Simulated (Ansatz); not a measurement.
# Sb (R-3m) in Ansatz: single point with PBE0

Aim: the single point of Sb with PBE0.

All numbers are computed with Ansatz 0.2.0; they aren't measurements. Logs are shortened: lines on timing, memory, paths and dates and some standing lists are left out, and cuts for length are marked.

## (1) The structure

It takes space group R-3m (No. 166, trigonal). Conventional cell: a = 4.308 Å, b = 4.308 Å, c = 11.274 Å, α = 90.00°, β = 90.00°, γ = 120.00°. Around Sb (site symmetry 3m) lie 3 Sb at 2.91 Å.

## (2) Single point, PBE0

input reads:

```
crystal:
  lattice:
    - [2.1542, 1.2437279499, 3.758]
    - [-2.1542, 1.2437279499, 3.758]
    - [0.0, -2.4874558998, 3.758]
  atoms:
    - { symbol: Sb, position: [0.76651, 0.76651, 0.76651] }
    - { symbol: Sb, position: [0.23349, 0.23349, 0.23349] }
hamiltonian:
  xc: pbe0
  pseudopotentials: { kind: paw }
kpoints:
  mp_grid: { grid: [6, 6, 6] }
scf:
  occupations: { method: fermi_dirac, width: 0.05 }
output:
  forces: true
  stress: true
  eigenvalues: true
```

Potentials or basis: Ansatz PAW.

The program printed:

```text
Warning: output.stress: scf.convergence.dr2_threshold = 1e-7 eV (the SCF's general default) is looser than the 2e-10 eV advised for a printed stress (1e-10 eV for each atom of the cell: 2). What an SCF threshold leaves in a stress goes as its square root, and in the free energy as the threshold itself, and one threshold admits the most on a small cell: of the crystals measured, under no hybrid functional and no lock of the moments, on runs that ended without the residual-converged pass, on stresses that held no estimate of that error, the worst erred by over 100 MPa in a component at 1e-7 eV an atom and by under 5 at 1e-10. Set scf.convergence.dr2_threshold to 2e-10 eV or tighter. The threshold is an SCF's pass mark: one that does not reach it within its budget of iterations ends unconverged, or closes short of it on a stop that the run arms, and scf.convergence.dr2_threshold's page says what that costs each kind of run
Warning: output.stress: scf.exx.energy_threshold = 1e-6 eV is looser than the 2e-8 eV advised for a stress under a hybrid functional (1e-8 eV for each atom of the cell: 2). Every SCF of the exchange loop can meet its threshold on dr2 while the loop round them stops early: no threshold on dr2 bounds what that leaves in the stress. Set scf.exx.energy_threshold to 2e-8 eV or tighter. The threshold is the loop's pass mark: a loop that does not reach it within its budget of cycles ends unconverged, and scf.exx.energy_threshold's page has the law
GPUs: using 1 of 1 available (devices: 1).
Engine: ansatz 0.2.0, x86_64-unknown-linux-gnu
Pseudopotentials: kind: paw
Pseudopotential: Sb, paw, valence charge 15, recommended cutoff 420 eV (normal), Sb.paw.azcp
Functional definition: PBE0
  parameter a = 0.25
  parameter kappa = 0.804
  parameter beta = 0.06672455060314922
  exchange = (1 - a)*pbe_x(kappa = kappa, mu = beta*pi^2/3) + a*exact_x
  correlation = pbe_c(beta = beta)
device memory: the entry about to start is reckoned to put 0.7 GiB on a device that reports 63.2 GiB free (of which the cap on the GPU budget leaves the run 18.0 GiB)
GPU FFT provider: cuFFT
GPU libraries: cuBLAS 13.8.2, cuFFT 12.4.0, cuSOLVER 12.3.4
Crystal: 2 atoms, lattice volume = 60.411 Å³
Basis set: ecut = 420 eV, 1195 PW (Γ), exchange–correlation on 64×64×64 points (8 copies of the dense FFT grid, shifted against one another)
Bands: 19, of which v1, the nominal top of the filled ones, is band 15 counted from 1 (14 counted from 0)
Symmetry: 12 space group operations
Space group: R-3m (ITA 166), of the structure as read, at distance tolerance 3.9e-5 Å
k-points: 32 of 216
Non-local potential: Sb, projectors of the file, l = 0: 2, l = 1: 2, l = 2: 2, l = 3: 2
PAW form: soft (Blöchl's): semilocal exchange-correlation on the pseudo side does not see the compensation charge
PAW frozen core: Sb, regenerated for the run's functional, and the local potential with it (the file was generated under x = pbe(κ = 0.804, μ = 0.2195149727645171), c = pbe(β = 0.06672455060314922))
PAW one-centre angular grid: Sb, 590 points (default); XC on 64 Gauss nodes
Initial density: superposition of atomic densities (neutral atoms: chi_scale 0, normalization atom), corrected by the library's trained network
Initial wavefunctions: pseudopotential atomic-orbital guess
GPU buffer pool allocated for 32768 grid points (all kernels)
GPU transforms: local potential and band sums: pruned to the plane-wave sphere, on 32×32×32
Functional: x = pbe(κ = 0.804, μ = 0.2195149727645171), c = pbe(β = 0.06672455060314922), warm-up for x = 0.75 pbe(κ = 0.804, μ = 0.2195149727645171) + 0.25 exact, c = pbe(β = 0.06672455060314922)
SCF iter   1: F=—  HF=-12968.970881 eV  |F-HF|=—  |Δ(HF+E_count)|=         —  Δρ=1.35e-3  dr2=8.74e-4  ethr=1.77e-3  ⟨swp⟩=8.1  Hψ=2475  notcnv=0
preconditioner: auto → none  [insulator: Δε(μ)=0.258 eV  Ē_g=8.685 eV  σ=0.050 eV  W_gap=0.57  n_scr=14 (ndim 8)  ℏωp=15.1 eV  f_vac=0.002  D(μ)=0.36/eV (n_scr^D=0)]
SCF iter   2: F=—  HF=-12968.971684 eV  |F-HF|=—  |Δ(HF+E_count)|=   8.03e-4  Δρ=6.55e-4  dr2=1.85e-4  ethr=2.91e-6  ⟨swp⟩=4.3  Hψ=1821  notcnv=0  defer=3
SCF iter   3: F=—  HF=-12968.971796 eV  |F-HF|=—  |Δ(HF+E_count)|=   1.12e-4  Δρ=2.35e-4  dr2=3.49e-5  ethr=6.16e-7  ⟨swp⟩=3.0  Hψ=1285  notcnv=0
iter 4 solved again at ethr=6.81e-9 eV; its pass at ethr=1.16e-7 eV (dr2=2.04e-6 eV) is discarded
SCF iter   4: F=—  HF=-12968.971799 eV  |F-HF|=—  |Δ(HF+E_count)|=   2.42e-6  Δρ=5.06e-5  dr2=1.39e-6  ethr=6.81e-9  ⟨swp⟩=3.0  Hψ=2582  notcnv=0
eigensolver tolerance schedule: the retry pair's looser diagonalisation over-reported the residual by 0.47 of it (diagonalisation noise at 0.52 of the residual, at the tolerance the schedule requests for it); recorded, not acted on — ethr = c·dr2/N_el stays at c = 1.0e-1
SCF iter   5: F=—  HF=-12968.971799 eV  |F-HF|=—  |Δ(HF+E_count)|=   4.21e-8  Δρ=9.68e-6  dr2=3.50e-8  ethr=4.62e-9  ⟨swp⟩=3.0  Hψ=1560  notcnv=0
SCF iter   6: F=—  HF=-12968.971799 eV  |F-HF|=—  |Δ(HF+E_count)|=   4.39e-8  Δρ=2.77e-6  dr2=2.75e-9  ethr=1.17e-10  ⟨swp⟩=3.5  Hψ=1606  notcnv=0
SCF iter   7: F=-12968.971799 eV  HF=-12968.971799 eV  |F-HF|=2.58e-10  |Δ(HF+E_count)|=  9.46e-10  Δρ=9.32e-7  dr2=3.03e-10  ethr=9.15e-12  ⟨swp⟩=3.0  Hψ=1438  notcnv=0
SCF 1 converged in 7 iterations: F = -12968.971799 eV  dr2 = 3.03e-10
[... 43 lines left out ...]
SCF iter   2: F=—  HF=-12975.819711 eV  |F-HF|=—  |Δ(HF+E_count)|=   3.85e-7  Δρ=2.52e-5  dr2=1.17e-5  ethr=7.98e-9  ⟨swp⟩=3.8  Hψ=1614  notcnv=0
SCF iter   3: F=—  HF=-12975.820001 eV  |F-HF|=—  |Δ(HF+E_count)|=   2.90e-4  Δρ=3.23e-5  dr2=9.51e-7  ethr=9.06e-10  ⟨swp⟩=4.2  Hψ=1856  notcnv=0
SCF iter   4: F=—  HF=-12975.820001 eV  |F-HF|=—  |Δ(HF+E_count)|=   2.00e-7  Δρ=7.78e-6  dr2=3.38e-7  ethr=9.06e-10  ⟨swp⟩=3.0  Hψ=1517  notcnv=0
SCF iter   5: F=—  HF=-12975.820001 eV  |F-HF|=—  |Δ(HF+E_count)|=   1.11e-8  Δρ=2.45e-6  dr2=2.95e-7  ethr=1.38e-10  ⟨swp⟩=3.1  Hψ=1475  notcnv=0
SCF iter   6: F=—  HF=-12975.820002 eV  |F-HF|=—  |Δ(HF+E_count)|=   1.25e-6  Δρ=7.51e-6  dr2=7.05e-8  ethr=1.46e-11  ⟨swp⟩=5.1  Hψ=1972  notcnv=0
SCF iter   7: F=—  HF=-12975.820002 eV  |F-HF|=—  |Δ(HF+E_count)|=   1.22e-8  Δρ=1.64e-6  dr2=3.15e-8  ethr=1.46e-11  ⟨swp⟩=4.0  Hψ=1682  notcnv=0
Mixer restart at iter 7: flushing history
SCF iter   8: F=—  HF=-12975.820002 eV  |F-HF|=—  |Δ(HF+E_count)|=   1.06e-7  Δρ=2.58e-6  dr2=7.21e-9  ethr=5.14e-12  ⟨swp⟩=4.4  Hψ=1778  notcnv=0  defer=1
SCF iter   9: F=—  HF=-12975.820002 eV  |F-HF|=—  |Δ(HF+E_count)|=   1.15e-8  Δρ=1.55e-6  dr2=1.96e-9  ethr=5.14e-12  ⟨swp⟩=4.0  Hψ=1419  notcnv=0  defer=1
SCF iter  10: F=-12975.820002 eV  HF=-12975.820002 eV  |F-HF|=4.37e-11  |Δ(HF+E_count)|=  3.29e-10  Δρ=3.52e-7  dr2=1.06e-10  ethr=5.14e-12  ⟨swp⟩=3.5  Hψ=1514  notcnv=0  defer=2
SCF 4 converged in 10 iterations: F = -12975.820002 eV  dr2 = 1.06e-10
  Residual-converged pass: ⟨swp⟩=4.0  Hψ=1387  notcnv=0  max |occ|·‖R‖ = 2.6e-7 eV (tolerance 2.7e-7 eV)  dr2=1.09e-10  dr2_onsite=1.95e-11  max |Δocc| = 1.9e-14
hybrid outer 3: dexx = +9.565e-6 eV, tail = 2.35e-8 eV, Δε = 4.87e-3 eV (about 1.36e-4 eV left of the loop's levels), ΔF = 5.47e-3 eV/Å (tail 1.14e-3)
GPU FFT provider: cuFFT
GPU libraries: cuBLAS 13.8.2, cuFFT 12.4.0, cuSOLVER 12.3.4
GPU buffer pool allocated for 32768 grid points (all kernels)
GPU transforms: local potential and band sums: pruned to the plane-wave sphere, on 32×32×32
Exchange kernel: α = 0.2500, full range, Wigner–Seitz truncation, v(0) = 19208.8082 eV·Å³, q-mesh 6×6×6, nearest image of the exchange supercell L = 25.85 Å, pair-density grid 18×18×18, without the augmentation charges, whose exchange is taken in its separable form by FFT convolution over the k-point mesh (sized by the pseudopotential files, 24×24×27 at the most), smooth part of the exact exchange by density-matrix convolution in up to 3.47 GiB of GPU memory as planned if the GPU has room (build and FFT work areas not counted)
Frozen-core exchange: fock
SCF iter   1: F=—  HF=-12975.820003 eV  |F-HF|=—  |Δ(HF+E_count)|=         —  Δρ=9.11e-7  dr2=8.18e-10  ethr=3.92e-10  ⟨swp⟩=5.0  Hψ=1403  notcnv=0
preconditioner: auto → Kerker (q_TF=auto, 2.428 Å⁻¹)  [metal: Δε(μ)=0.332 eV  Ē_g=10.473 eV  σ=0.050 eV  W_gap=0.50  n_scr=14 (ndim 8)  ℏωp=15.1 eV  f_vac=0.002  D(μ)=0.28/eV (n_scr^D=0)]
SCF iter   2: F=-12975.820003 eV  HF=-12975.820003 eV  |F-HF|=1.76e-10  |Δ(HF+E_count)|=   1.52e-9  Δρ=8.91e-7  dr2=5.03e-10  ethr=1.54e-12  ⟨swp⟩=4.2  Hψ=1421  notcnv=0  defer=1
SCF 5 converged in 2 iterations: F = -12975.820003 eV  dr2 = 5.03e-10
  Residual-converged pass: ⟨swp⟩=3.2  Hψ=1538  notcnv=0  max |occ|·‖R‖ = 2.5e-7 eV (tolerance 2.7e-7 eV)  dr2=5.01e-10  dr2_onsite=1.22e-11  max |Δocc| = 1.2e-14
hybrid outer 4: dexx = +2.004e-9 eV, tail = 1.04e-9 eV, Δε = 8.11e-5 eV (about 2.89e-5 eV left of the loop's levels), ΔF = 4.89e-4 eV/Å (tail 2.13e-4)
hybrid SCF converged: 4 outer / 21 inner (+7 warm-up), last move |dexx| = 2.00e-9 eV, tail = 1.04e-9 eV
Stability not checked: this state was not tested for a lower state beside it, because the functional holds exact exchange (a hybrid, or Hartree-Fock), whose exchange loop this test does not read (fock_operator; see scf.lower_state_search)
Free energy (F): -12975.820003 eV
Frozen-core exchange: fock
Harris-Foulkes:  -12975.820003 eV  (|F-HF|=1.76e-10)
Internal energy: -12975.818036 eV  (E = F + TS)
E sigma→0 (E₀):  -12975.819019 eV
Entropy (-TS):   -0.001967 eV (-0.984 meV/atom)
Fermi energy:    10.153236 eV
--- Per-component energies (eV) ---
  E_band       = -411.275767
  E_kinetic    = 413.099841
  E_local      = -3191.901023  (includes V_loc(G=0)·N_el)
  E_nonlocal   = 723.852488
  E_hartree    = 1449.779726
  E_xc         = -213.396897
  E_vxc        = -149.184293  (∫ρ·V_xc dr)
  E_exx        = -93.338505  (= α·E_x^exact, valence–valence)
  E_paw        = -9129.122664  (= ΣΔE_a)
  E_vpaw       = -920.024716  (= ΣTr[D̂ρ^β])
  E_aug_tail   = -0.000003  (compensation charges beyond the density's cutoff)
  E_ewald      = -2934.870052
  E_core_change = 0.079053  (= ΣΔE_core)
  E_smearing   = -0.001967  (= −TS)
  E_closure    = 0.000000  (closes the sum)
  Σ components = -12975.820003   (vs F -12975.820003, Δ=0.00e0)
--- Forces (eV/Å), atoms counted from 1 ---
  atom   1  Sb     0.00000000     0.00000000     0.28427084
  atom   2  Sb     0.00000000    -0.00000000    -0.28427084
  max |Σ_I F_I| component: 1.85e-17 eV/Å
--- Stress (GPa, compression-positive) ---
        0.652386      -0.000000       0.000000
        0.000000       0.652386       0.000000
        0.000000      -0.000000       1.182011
  P = ⅓ Tr σ = 0.8289 GPa (8.289 kbar)
--- Band table (eV; the first three rows and the last of 32) ---
  k-point 0: bands = ["-22.4490", "-22.4490", "-22.3538", "-22.3538", "-22.3198", "-22.2291", "-22.2291", "-22.2161", "-22.1503", "-22.1503", "-4.6473", "4.4860", "7.2180", "7.5570", "7.5570", "12.7704", "13.5004", "13.5004", "15.9429"]
  k-point 1: bands = ["-22.4377", "-22.4324", "-22.3480", "-22.3439", "-22.3129", "-22.2370", "-22.2343", "-22.2248", "-22.1657", "-22.1625", "-4.3046", "3.0322", "7.2864", "7.4873", "8.1692", "12.4490", "12.6969", "12.7189", "15.3126"]
  k-point 2: bands = ["-22.4115", "-22.3883", "-22.3352", "-22.3180", "-22.2944", "-22.2595", "-22.2579", "-22.2398", "-22.2007", "-22.1915", "-3.2956", "0.6457", "7.4029", "7.4150", "8.8563", "11.0995", "11.3062", "11.4610", "16.5474"]
  k-point 31: bands = ["-22.3980", "-22.3980", "-22.3338", "-22.3338", "-22.2975", "-22.2433", "-22.2433", "-22.2364", "-22.2068", "-22.2068", "-2.9053", "-0.4908", "8.1339", "8.1339", "9.5643", "10.4850", "10.4850", "11.4350", "18.0225"]
```

Wall time 31 s (1 × NVIDIA H100 80GB HBM3 with 2 threads of AMD EPYC 7R13 (Zen 3), shared host); peak memory 2.3 GiB.

Results:

```
Free energy            : -12975.8200 eV
Pressure               : 0.8 GPa
Largest force          : 0.284 eV/Å
Band gap on the k mesh : none (metal or under the smearing width)
```

Forces in eV/Å, atoms in the order of the input:
```
Sb   0.000  0.000  0.284
Sb   0.000  0.000 -0.284
```

Caveat: the PAW data sets come from PBE, with cores solved anew for the run's functional, which leaves a small shift of forces and pressure; the thresholds are loose for stress. The run has no spin-orbit coupling, so splittings on Sb are missing.
